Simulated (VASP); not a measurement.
# CdSe (Fm-3m) in VASP: single point with LDA

Aim: the single point of CdSe with LDA.

All numbers are computed with VASP 6.6.1; they aren't measurements. Logs are shortened: lines on timing, memory, paths and dates and some standing lists are left out, and cuts for length are marked.

**1. Starting point**

The structure is cubic, space group Fm-3m (No. 225). The conventional cell has a = 5.748 Å, b = 5.748 Å, c = 5.748 Å, α = 90.00°, β = 90.00°, γ = 90.00°. Cd (site symmetry m-3m) is surrounded by 6 Se at 2.87 Å. Se (site symmetry m-3m) is surrounded by 6 Cd at 2.87 Å.

Measurements of this composition are mostly on another form, of space group No. 186.

**2. Single point, LDA**

INCAR reads:

```
ALGO = Normal ; EDIFF = 1E-6
ENCUT = 520 ; ISIF = 2
ISMEAR = 0 ; LASPH = T
LCHARG = T ; LELF = T
LREAL = F ; LVHAR = T
LWAVE = F ; NBANDS = 16
NELM = 60 ; PREC = Accurate
SIGMA = 0.1
```

KPOINTS reads:

```
k-points
0
Gamma
  6 6 6
```

POSCAR reads:

```
CdSe
1.0
    0.0000000000      2.8739580000      2.8739580000
    2.8739580000      0.0000000000      2.8739580000
    2.8739580000      2.8739580000      0.0000000000
Cd Se
1 1
Direct
    0.0000000000      0.0000000000      0.0000000000
    0.5000000000      0.5000000000      0.5000000000
```

Potentials or basis: VASP PAW LDA potentials, release 64 (Cd, Se).

The run is started by

```bash
$ cat potpaw_LDA.64/Cd/POTCAR potpaw_LDA.64/Se/POTCAR > POTCAR
$ mpirun -np 1 vasp_std > vasp.out
```

OUTCAR:

```text
EDIFF = 1E-6
   ENCUT = 520
   ISIF = 2
   ISMEAR = 0
   LASPH = T
   LREAL = F
   NELM = 60
   PREC = Accurate

 ion  position               nearest neighbor table
   1  0.000  0.000  0.000-   2 2.87   2 2.87   2 2.87   2 2.87   2 2.87   2 2.87
   2  0.500  0.500  0.500-   1 2.87   1 2.87   1 2.87   1 2.87   1 2.87   1 2.87

  LATTYP: Found a face centered cubic cell.
 ALAT       =     5.7479160000

  Lattice vectors:

 A1 = (   0.0000000000,   2.8739580000,   2.8739580000)
 A2 = (   2.8739580000,   0.0000000000,   2.8739580000)
 A3 = (   2.8739580000,   2.8739580000,   0.0000000000)

Analysis of symmetry for initial positions (statically):
=====================================================================
 Subroutine PRICEL returns:
 Original cell was already a primitive cell.

 Routine SETGRP: Setting up the symmetry group for a
 face centered cubic supercell.

 Subroutine GETGRP returns: Found 48 space group operations
 (whereof 48 operations were pure point group operations)
 out of a pool of 48 trial point group operations.

The static configuration has the point symmetry O_h .

Analysis of symmetry for dynamics (positions and initial velocities):
=====================================================================
 Subroutine PRICEL returns:
 Original cell was already a primitive cell.

 Routine SETGRP: Setting up the symmetry group for a
 face centered cubic supercell.

 Subroutine GETGRP returns: Found 48 space group operations
 (whereof 48 operations were pure point group operations)
 out of a pool of 48 trial point group operations.

The dynamic configuration has the point symmetry O_h .

 Subroutine INISYM returns: Found 48 space group operations
 (whereof 48 operations are pure point group operations),
 and found     1 'primitive' translations

----------------------------------------------------------------------------------------

                                     Primitive cell

  volume of cell :      47.4757

  direct lattice vectors                    reciprocal lattice vectors
     0.000000000  2.873958000  2.873958000    -0.173976098  0.173976098  0.173976098
     2.873958000  0.000000000  2.873958000     0.173976098 -0.173976098  0.173976098
     2.873958000  2.873958000  0.000000000     0.173976098  0.173976098 -0.173976098

  length of vectors
     4.064390381  4.064390381  4.064390381     0.301335442  0.301335442  0.301335442

  position of ions in fractional coordinates (direct lattice)
     0.000000000  0.000000000  0.000000000
     0.500000000  0.500000000  0.500000000

  ion indices of the primitive-cell ions
   primitive index   ion index
                 1           1
                 2           2

----------------------------------------------------------------------------------------

 KPOINTS: k-points

Automatic generation of k-mesh.
 Grid dimensions read from file:
 generate k-points for:    6    6    6

 Generating k-lattice:

  Cartesian coordinates                     Fractional coordinates (reciprocal lattice)
    -0.028996016  0.028996016  0.028996016     0.166666667  0.000000000  0.000000000
     0.028996016 -0.028996016  0.028996016     0.000000000  0.166666667  0.000000000
     0.028996016  0.028996016 -0.028996016     0.000000000  0.000000000  0.166666667

  Length of vectors
     0.050222574  0.050222574  0.050222574

  Shift w.r.t. Gamma in fractional coordinates (k-lattice)
     0.000000000  0.000000000  0.000000000

 Subroutine IBZKPT returns following result:
 ===========================================

 Found     16 irreducible k-points:

 Following reciprocal coordinates:
            Coordinates               Weight
  0.000000  0.000000  0.000000      1.000000
  0.166667  0.000000  0.000000      8.000000
  0.333333  0.000000  0.000000      8.000000
  0.500000  0.000000  0.000000      4.000000
  0.166667  0.166667  0.000000      6.000000
  0.333333  0.166667  0.000000     24.000000
[... 8 lines left out ...]
 -0.333333  0.333333  0.166667     24.000000
 -0.333333  0.500000  0.166667     12.000000
   k-points           NKPTS =     16   k-points in BZ     NKDIM =     16   number of bands    NBANDS=     16
   number of dos      NEDOS =    301   number of ions     NIONS =      2
   total plane-waves  NPLWV =  27000
   dimension x,y,z NGX =    30 NGY =   30 NGZ =   30
   dimension x,y,z NGXF=    60 NGYF=   60 NGZF=   60
   ions per type =               1   1
   NGX,Y,Z   is equivalent  to a cutoff of  12.27, 12.27, 12.27 a.u.
   NGXF,Y,Z  is equivalent  to a cutoff of  24.54, 24.54, 24.54 a.u.
 SYSTEM =  unknown system
   PREC   = accura    normal or accurate (medium, high low for compatibility)
   ISTART =      0    job   : 0-new  1-cont  2-samecut
   ICHARG =      2    charge: 1-file 2-atom 10-const
   ISPIN  =      1    spin polarized calculation?
   LNONCOLLINEAR =      F non collinear calculations
   LSORBIT =      F    spin-orbit coupling
   LASPH  =      T    aspherical Exc in radial PAW
   ENCUT  =  520.0 eV  38.22 Ry    6.18 a.u.   7.56  7.56  7.56*2*pi/ulx,y,z
   NELM   =     60;   NELMIN=  2; NELMDL= -5     # of ELM steps
   EDIFF  = 0.1E-05   stopping-criterion for ELM
   LREAL  =      F    real-space projection
   EDIFFG = 0.1E-04   stopping-criterion for IOM
   NSW    =      0    number of steps for IOM
   IBRION =     -1    ionic relax: 0-MD 1-quasi-New 2-CG
   NFREE  =      0    steps in history (QN), initial steepest desc. (CG)
   ISIF   =      2    stress and relaxation
   ISYM   =      2    0-nonsym 1-usesym 2-fastsym
   POTIM  = 0.5000    time-step for ionic-motion
   TEBEG  =    0.0;   TEEND  =   0.0 temperature during run
   PSTRESS=    0.0 pullay stress
   NELECT =      18.0000    total number of electrons
   NUPDOWN=      -1.0000    fix difference up-down
   EMIN   =  10.00;   EMAX   =-10.00  energy-range for DOS
   EFERMI =   0.00;   METHOD = LEGACY
   ISMEAR =     0;   SIGMA  =   0.10  broadening in eV -4-tet -1-fermi 0-gaus
   EFERMI_NEDOS =   21; number of points for ismear=-14 and -15
   IALGO  =     38    algorithm
   IMIX   =      4    mixing-type and parameters
     AMIX     =   0.40;   BMIX     =  1.00
     AMIX_MAG =   1.60;   BMIX_MAG =  1.00
  volume/ion in A,a.u.               =      23.74       160.19
  Fermi-wavevector in a.u.,A,eV,Ry     =   1.184882  2.239103 19.101849  1.403946
  Thomas-Fermi vector in A             =   2.321088
   LORBIT       =      0    0 simple, 1 ext, 2 COOP (PROOUT), +10 PAW based schemes
   GGA     = CA    functional components
   LHFCALC =     F    Hartree Fock is set to
   AEXX    =    0.0000 exact exchange contribution
   IVDW    =     0    specifies the selected vdW correction
   LEPSILON=     F    determine dielectric tensor
   LRPA    =     F    only Hartree local field effects (RPA)
 non-spin polarized calculation
 Gauss-broadening in eV      SIGMA  =   0.10
  energy-cutoff  :      520.00
  volume of cell :       47.48
 maximum number of plane-waves:      1303
   NGX = 15   NGY = 15   NGZ = 15

 number of electron      18.0000005 magnetization

 Free energy of the ion-electron system (eV)
  ---------------------------------------------------
  ext. energy  EPLUGINS =         0.00000000
  ---------------------------------------------------
  free energy    TOTEN  =        -6.52208657 eV

  energy without entropy =       -6.51817826  energy(sigma->0) =       -6.52013241

 E-fermi :   2.1908     XC(G=0): -10.3254

 val. band max:        2.1303976219   @ k =  -0.1667   0.1667   0.0000
 cond. band min:       2.9689959305   @ k =   0.5000   0.3333   0.0000
 fundamental gap:      0.8385983086
 Fermi energy:         2.1907704528

 k-point     1 :       0.0000    0.0000    0.0000
  band No.  band energies     occupation
      1     -10.7617      2.00000
      2      -5.7414      2.00000
      3      -5.7414      2.00000
      4      -5.7216      2.00000
      5      -5.7216      2.00000
      6      -5.7216      2.00000
[... 8 lines left out ...]
     15      11.7104      0.00000
     16      11.7104      0.00000

 k-point     2 :       0.1667    0.0000    0.0000
  band No.  band energies     occupation
      1     -10.5684      2.00000
      2      -5.7963      2.00000
      3      -5.7963      2.00000
      4      -5.7390      2.00000
      5      -5.6889      2.00000
      6      -5.6889      2.00000
[... 8 lines left out ...]
     15      11.6861      0.00000
     16      11.6861      0.00000

 k-point     3 :       0.3333    0.0000    0.0000
  band No.  band energies     occupation
      1     -10.1196      2.00000
      2      -5.9067      2.00000
      3      -5.9067      2.00000
      4      -5.8067      2.00000
      5      -5.6180      2.00000
      6      -5.6180      2.00000
[... 8 lines left out ...]
     15      13.2449      0.00000
     16      13.2449      0.00000

 k-point     4 :       0.5000    0.0000    0.0000
  band No.  band energies     occupation
      1      -9.8497      2.00000
      2      -5.9602      2.00000
      3      -5.9602      2.00000
      4      -5.8744      2.00000
      5      -5.5819      2.00000
      6      -5.5819      2.00000
[... 8 lines left out ...]
     15      15.0163      0.00000
     16      15.0163      0.00000
[... 172 lines left out ...]
 k-point    14 :       0.5000    0.3333    0.1667
  band No.  band energies     occupation
      1      -9.9784      2.00000
      2      -5.8325      2.00000
      3      -5.7640      2.00000
      4      -5.7456      2.00000
      5      -5.5886      2.00000
      6      -5.5073      2.00000
[... 8 lines left out ...]
     15      15.3328      0.00000
     16      15.8726      0.00000

 k-point    15 :      -0.3333    0.3333    0.1667
  band No.  band energies     occupation
      1      -9.8652      2.00000
      2      -5.8714      2.00000
      3      -5.7362      2.00000
      4      -5.7187      2.00000
      5      -5.5565      2.00000
      6      -5.3878      2.00000
[... 8 lines left out ...]
     15      13.6094      0.00000
     16      16.4603      0.00000

 k-point    16 :      -0.3333    0.5000    0.1667
  band No.  band energies     occupation
      1      -9.8991      2.00000
      2      -5.7883      2.00000
      3      -5.7774      2.00000
      4      -5.6319      2.00000
      5      -5.5300      2.00000
      6      -5.1709      2.00000
[... 8 lines left out ...]
     15      15.0297      0.00000
     16      17.0754      0.00000

------------------------ aborting loop because EDIFF is reached ----------------------------------------

  FORCE on cell =-STRESS in cart. coord.  units (eV):
  Direction    XX          YY          ZZ          XY          YZ          ZX
  --------------------------------------------------------------------------------------
  -------------------------------------------------------------------------------------
  Total       -1.6283202     -1.6283202     -1.6283202      0.0000000      0.0000000     -0.0000000
  in kB      -54.9514499    -54.9514499    -54.9514499      0.0000000      0.0000000     -0.0000000
  external PRESSURE =     -54.9514499 kB  Pullay stress =       0.0000000 kB

 VOLUME and BASIS-vectors are now :
 -----------------------------------------------------------------------------
  energy-cutoff  :      520.00
  volume of cell :       47.48
      direct lattice vectors                 reciprocal lattice vectors
     0.000000000  2.873958000  2.873958000    -0.173976098  0.173976098  0.173976098
     2.873958000  0.000000000  2.873958000     0.173976098 -0.173976098  0.173976098
     2.873958000  2.873958000  0.000000000     0.173976098  0.173976098 -0.173976098

 POSITION                                       TOTAL-FORCE (eV/Angst)
 -----------------------------------------------------------------------------------
      0.00000      0.00000      0.00000        -0.000000     -0.000000      0.000000
      2.87396      2.87396      2.87396         0.000000      0.000000     -0.000000
 -----------------------------------------------------------------------------------
    total drift:                               -0.000000      0.000000      0.000000

  FREE ENERGIE OF THE ION-ELECTRON SYSTEM (eV)
  ---------------------------------------------------
  free  energy   TOTEN  =        -6.5220865700 eV

  energy  without entropy=       -6.5181782578  energy(sigma->0) =       -6.52013241
```

It took 18 s on 1 thread of Intel Xeon Platinum 8559C (Emerald Rapids), shared host; peak memory 0.14 GiB.

What came out:

- Free energy: -6.5221 eV
- Pressure: -5.5 GPa
- Band gap on the k mesh: none (metal or under the smearing width)

Levels at points of the mesh, in eV from the Fermi level:
| k point | band 5 | band 6 | band 7 | band 8 | band 9 | band 10 | band 11 | band 12 | band 13 | band 14 |
| --- | --- | --- | --- | --- | --- | --- | --- | --- | --- | --- |
| (0.00, 0.00, 0.00) | -7.91 | -7.91 | -0.64 | -0.64 | -0.64 | -0.16 | 8.60 | 8.60 | 8.60 | 9.52 |
| (0.50, 0.00, 0.00) | -7.77 | -7.77 | -5.02 | -0.06 | -0.06 | 2.85 | 5.11 | 5.11 | 5.72 | 11.07 |
| (0.50, 0.50, 0.00) | -7.72 | -7.25 | -4.14 | -2.09 | -2.09 | -0.67 | 5.39 | 9.51 | 10.07 | 10.07 |
